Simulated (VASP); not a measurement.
Write the native input for VASP 6.6.1 that does the following.

* Task: single point
* Functional: LDA
* Potentials or basis: VASP PAW LDA potentials, release 64 (Pb_d)
* Cutoff: 520 eV
* k mesh: 5 × 5 × 5
* Occupations: methfessel-paxton, width 0.1 eV
* Spin: no spin polarisation
* Dipole correction: no
* Further INCAR settings: ALGO = Normal; EDIFF = 1e-06; NBANDS = 13

The structure of Pb lies in POSCAR:

```
Pb
1.0
    4.0896980000      0.0000000000      0.0000000000
   -2.0448490000      3.5417820000      0.0000000000
    0.0000000000      0.0000000000      3.7881670000
Pb
1
Direct
    0.0000000000      0.0000000000      0.0000000000
```

This isn't the form of Pb at room conditions, which is fcc.

The input as run:

INCAR

```
SYSTEM = Pb
PREC     = Accurate       ! precision mode
ENCUT    = 520            ! plane-wave cutoff, eV
EDIFF    = 1E-6           ! SCF threshold, eV
ISMEAR   = 1              ! smearing method
SIGMA    = 0.1            ! smearing width, eV
LREAL    = .FALSE.        ! projectors in reciprocal space
LASPH    = .TRUE.         ! aspherical terms in the spheres
NELM     = 100            ! most SCF steps
ALGO     = Normal         ! electronic algorithm
ISIF     = 2              ! what is computed and relaxed
LWAVE    = .FALSE.        ! write WAVECAR
LCHARG   = .FALSE.        ! write CHGCAR
NBANDS   = 13             ! bands
```

KPOINTS

```
Automatic mesh
0
G
  5 5 5
  0 0 0
```

Potentials or basis: VASP PAW LDA potentials, release 64 (Pb_d).

Launch:

```sh
$ cat potpaw_LDA.64/Pb_d/POTCAR > POTCAR
$ mpirun -np 1 vasp_std > vasp.out
```

Results of the run:

```
Pressure               : -7.3 GPa
Band gap on the k mesh : none (metal or under the smearing width)
```

Run time: 4 s on 1 thread of Intel(R) Xeon(R) 6975P-C (Granite Rapids), with other jobs on the host, peak memory 0.14 GiB.
